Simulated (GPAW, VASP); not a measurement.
Given: the input of a run of GPAW 26.7.0 (ASE script) on TiC. The cell is a database's computed one, not the measured one.

The input run.py:

```python
from ase import Atoms
from ase.dft.bandgap import bandgap
from ase.io import write
from ase.units import Bohr, GPa
from gpaw import GPAW, PW
from gpaw.elf import elf_from_dft_calculation

atoms = Atoms(['Ti', 'C'],
              cell=[[0.0, 2.1657188437, 2.1657188437],
                    [2.1657188437, 0.0, 2.1657188437],
                    [2.1657188437, 2.1657188437, 0.0]],
              scaled_positions=[[0.0, 0.0, 0.0],
                                [0.5, 0.5, 0.5]],
              pbc=True)

calc = GPAW(mode=PW(800),
            xc='RPBE',
            kpts={'size': (11, 11, 11), 'gamma': True},
            occupations={'name': 'methfessel-paxton', 'order': 0, 'width': 0.02},
            nbands=18,
            convergence={'density': 1e-05, 'energy': 1e-05},
            maxiter=150,
            txt='gpaw.txt')
atoms.calc = calc
energy = atoms.get_potential_energy()
forces = atoms.get_forces()
stress = atoms.get_stress()
calc.write('gs.gpw')
write('result.traj', atoms)
print(f'Energy: {energy:.6f} eV')
print('Forces (eV/A):')
print(forces.round(4))
print('Stress (GPa):', (stress / GPa).round(3))
print('Fermi level:', round(calc.get_fermi_level(), 4), 'eV')
print(f'Gap: {bandgap(calc)[0]:.4f} eV, direct: {bandgap(calc, direct=True)[0]:.4f} eV')

# fields on the real-space grid
write('density.cube', atoms, data=calc.get_pseudo_density() * Bohr**3)
write('potential.cube', atoms, data=calc.get_electrostatic_potential())
write('elf.cube', atoms, data=elf_from_dft_calculation(calc).data)
```

Potentials or basis: the program's PAW data sets (release 1.2.1) made for this functional, pw.

Launch:

```console
$ OMP_NUM_THREADS=1 python run.py
```

Question: Translate it to VASP 6.6.1. Potentials or basis there: PBE PAW files C_GW, Ti_sv_GW, 550 eV.

Answer: As run (cutoffs and basis follow the program's own potentials, and thresholds, step limits or extra output files can differ):

The input INCAR:

```
SYSTEM = TiC
PREC     = Accurate       ! precision mode
ENCUT    = 550            ! plane-wave cutoff, eV
EDIFF    = 1E-7           ! SCF threshold, eV
ISMEAR   = 0              ! smearing method
SIGMA    = 0.02           ! smearing width, eV
LREAL    = .False.        ! projectors in reciprocal space
LASPH    = .True.         ! aspherical terms in the spheres
NELM     = 60             ! most SCF steps
ALGO     = Normal         ! electronic algorithm
ISIF     = 2              ! what is computed and relaxed
LWAVE    = .False.        ! write WAVECAR
LCHARG   = .False.        ! write CHGCAR
GGA      = RP             ! functional
```

The input KPOINTS:

```
regular mesh
0
Gamma
  11 11 11
  0 0 0
```

POSCAR

```
TiC
1.0
    0.0000000000      2.1657188437      2.1657188437
    2.1657188437      0.0000000000      2.1657188437
    2.1657188437      2.1657188437      0.0000000000
Ti C
1 1
Cartesian
    0.0000000000      0.0000000000      0.0000000000
    2.1657188437      2.1657188437      2.1657188437
```

Potentials or basis: VASP PAW PBE potentials, release 64 (Ti_sv_GW, C_GW).

The run is started by

```sh
$ cat potpaw_PBE.64/Ti_sv_GW/POTCAR potpaw_PBE.64/C_GW/POTCAR > POTCAR
$ mpirun -np 1 vasp_std > vasp.out
```

Both were run:

|  | GPAW | VASP |
| --- | --- | --- |
| Pressure | 5.6 GPa | 3.4 GPa |

VASP's potentials were made for PBE.

Pressure is positive in compression.
